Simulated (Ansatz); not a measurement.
**Pressure coefficients of KCl**

Space group Fm-3m (No. 225). a = 6.312 Å, b = 6.312 Å, c = 6.312 Å, α = 90.00°, β = 90.00°, γ = 90.00°
```json
{"atom": "K", "site": "4a", "symmetry": "m-3m", "x": "0.0000", "y": "0.0000", "z": "0.0000"}
{"atom": "Cl", "site": "4b", "symmetry": "m-3m", "x": "0.5000", "y": "0.0000", "z": "0.0000"}
```

The runs use the primitive cell with vectors (0.000, 3.156, 3.156), (3.156, 0.000, 3.156), (3.156, 3.156, 0.000) Å, to which the k mesh refers.

Structure: COD 9003114, as refined from experiment and not relaxed.

Computed with DFT, LDA, all-electron LAPW, scalar-relativistic in Ansatz 0.2.0.

Sampling and basis: a Γ-centred 7×7×7 k mesh, Fermi–Dirac smearing of 0.03 eV, basis error target 1 meV/atom, no spin polarisation.

The cell is scaled evenly with fractional coordinates held. Semilocal gaps are too small, but their slopes carry over better.

```json
{"V/V(cell)": "0.9600", "P (GPa)": "-1.48", "gap on the k mesh (eV)": "4.850"}
{"V/V(cell)": "0.9800", "P (GPa)": "-1.80", "gap on the k mesh (eV)": "4.780"}
{"V/V(cell)": "0.9900", "P (GPa)": "-1.94", "gap on the k mesh (eV)": "4.747"}
{"V/V(cell)": "1.0000", "P (GPa)": "-2.08", "gap on the k mesh (eV)": "4.714"}
{"V/V(cell)": "1.0100", "P (GPa)": "-2.21", "gap on the k mesh (eV)": "4.682"}
{"V/V(cell)": "1.0200", "P (GPa)": "-2.32", "gap on the k mesh (eV)": "4.651"}
{"V/V(cell)": "1.0400", "P (GPa)": "-2.53", "gap on the k mesh (eV)": "4.591"}
{"V/V(cell)": "1.0600", "P (GPa)": "-2.72", "gap on the k mesh (eV)": "4.533"}
```

From the rows at 0.9900 and 1.0100, what is the bulk modulus at the cell's volume?

B = −ΔP/Δln V = −[(-2.21) − (-1.94)]/0.02000 = 13.5 GPa. This is the modulus at -2.08 GPa, not at zero pressure.

What are the gap's volume deformation potential and pressure coefficient?

dEg/dln V = (4.682 − 4.747)/0.02000 = -3.25 eV, and dEg/dP = −(dEg/dln V)/B = 241 meV/GPa: pressure widens the gap.

Predict the row at V/V(cell) = 0.9400. How far is a linear estimate of P off?

P = -1.11 GPa, gap 4.922 eV. The linear estimate P(cell) − B ln(V/V(cell)) = -1.24 GPa misses by 0.13 GPa, since the modulus grows under compression.
